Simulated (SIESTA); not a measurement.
CuO (Tenorite), 4 atoms in the cell. The structure is monoclinic, space group C2/c (No. 15). Conventional cell: a = 4.684 Å, b = 3.423 Å, c = 5.129 Å, α = 90.00°, β = 99.54°, γ = 90.00°. Cu (site symmetry -1) is surrounded by 4 O at 1.95 to 1.96 Å. O (site symmetry 2) is surrounded by 4 Cu at 1.95 to 1.96 Å. 

| Property | Result |
| --- | --- |
| Program | SIESTA 5.4.2 |
| Task | relaxation of cell and atoms |
| Functional | PBEGcGxHEG |
| Potentials or basis | PseudoDojo 0.4 standard (PBE files) |
| Basis | DZP (energy shift 0.002 Ry) |
| Grid cutoff | 800 Ry |
| Energy shift | 0.002 Ry |
| k mesh | 10 × 10 × 5 |
| Occupations | fermi-dirac, width 0.05 eV |
| Spin | no spin polarisation |
| force tolerance | 0.04 eV/Å |

Potentials or basis: PseudoDojo 0.4 standard (PBE files), DZP (energy shift 0.002 Ry).

Command:

```sh
$ python run.py
```

Hardware: 1 thread of Arm Neoverse V1 (shared host).

Q: How long does it take, and how much memory?

A: Run time: 3.8 min on 1 thread of Arm Neoverse V1 (shared host), peak memory 0.32 GiB. Counts: scf iterations 6, k points 260, bands 64, ion steps 4.
